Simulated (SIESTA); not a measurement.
Set up this calculation in SIESTA 5.4.2, as the native input.

- Task: relaxation of cell and atoms
- Functional: PBEsol
- Potentials or basis: PseudoDojo 0.4 standard (PBEsol files)
- Basis: DZP (energy shift 0.003 Ry; two zetas on semicore shells)
- Grid cutoff: 1200 Ry
- Energy shift: 0.003 Ry
- k mesh: 7 × 7 × 7
- Occupations: fermi-dirac, width 0.05 eV
- Spin: no spin polarisation
- optimiser: Broyden
- force tolerance: 0.01 eV/Å
- stress tolerance (GPa): 0.05

Crystal: AlPt.

```
Pt Al
1.0
     3.09155    0.00000    0.00000
     0.00000    3.09155    0.00000
     0.00000    0.00000    3.09155
Pt Al
1 1
Direct
  0.50000 0.50000 0.50000
  0.00000 0.00000 0.00000
```

Measurements of this composition are mostly on another form, of space group No. 198.

The input as run:

AlPt.fdf

```
SystemName                      AlPt
SystemLabel                     AlPt
NumberOfSpecies                 2
NumberOfAtoms                   2
%block ChemicalSpeciesLabel
  1  78 Pt
  2  13 Al
%endblock ChemicalSpeciesLabel

LatticeConstant                 1.0 Ang
%block LatticeVectors
     3.0915460000     0.0000000000     0.0000000000
     0.0000000000     3.0915460000     0.0000000000
     0.0000000000     0.0000000000     3.0915460000
%endblock LatticeVectors
AtomicCoordinatesFormat         Fractional
%block AtomicCoordinatesAndAtomicSpecies
     0.5000000000     0.5000000000     0.5000000000  1  Pt
     0.0000000000     0.0000000000     0.0000000000  2  Al
%endblock AtomicCoordinatesAndAtomicSpecies

%block kgrid.MonkhorstPack
    7   0   0  0.0
    0   7   0  0.0
    0   0   7  0.0
%endblock kgrid.MonkhorstPack
XC.Functional                   GGA
XC.Authors                      PBEsol
PAO.BasisSize                   DZP
PAO.EnergyShift                 0.003 Ry
Mesh.Cutoff                     1200 Ry
OccupationFunction              FD
ElectronicTemperature           0.05 eV
MaxSCFIterations                120
SCF.MustConverge                false
SCF.Mixer.Method                Pulay
SCF.Mixer.Weight                0.25
SCF.Mixer.History               8
SCF.DM.Tolerance                5.0e-05
SCF.H.Tolerance                 1.0e-03 eV
WriteForces                     true
Charge.Mulliken                 end
MD.TypeOfRun                    Broyden
MD.Steps                        40
MD.MaxForceTol                  0.01 eV/Ang
MD.MaxDispl                     0.1 Ang
WriteCoorStep                   true
AtomCoorFormatOut               Fractional
MD.VariableCell                 true
MD.MaxStressTol                 0.05 GPa
%block PAO.Basis
  Pt 5
  n=5 0 2
    2.732 0.000
  n=6 0 2
    7.268 0.000
  n=5 1 2
    3.260 0.000
  n=6 1 1
    7.268
  n=5 2 2
    5.669 0.000
%endblock PAO.Basis
```

Potentials or basis: PseudoDojo 0.4 standard (PBEsol files), DZP (energy shift 0.003 Ry; two zetas on semicore shells).

Launch:

```console
$ siesta AlPt.fdf > AlPt.out 2>&1
```

It gave:

```
Relaxed volume                         : 14.33 Å³/atom
Relaxed cell                           : a = 3.060 Å, b = 3.060 Å, c = 3.060 Å, α = 90.00°, β = 90.00°, γ = 90.00°
Space group after relaxing (to 0.05 Å) : Pm-3m (No. 221)
Energy gained by relaxing              : 8.6 meV/atom
Ionic steps                            : 5
Pressure after relaxing                : 0.0 GPa
Band gap on the k mesh                 : none (metal or under the smearing width)
```

Caveat: short orbitals over semicore shells can move pressures by several GPa; the basis of atomic orbitals isn't converged, which shifts pressures, moduli and gaps.

Wall time 12 min on 1 thread of Arm Neoverse V1, on a shared host, peak memory 0.77 GiB.
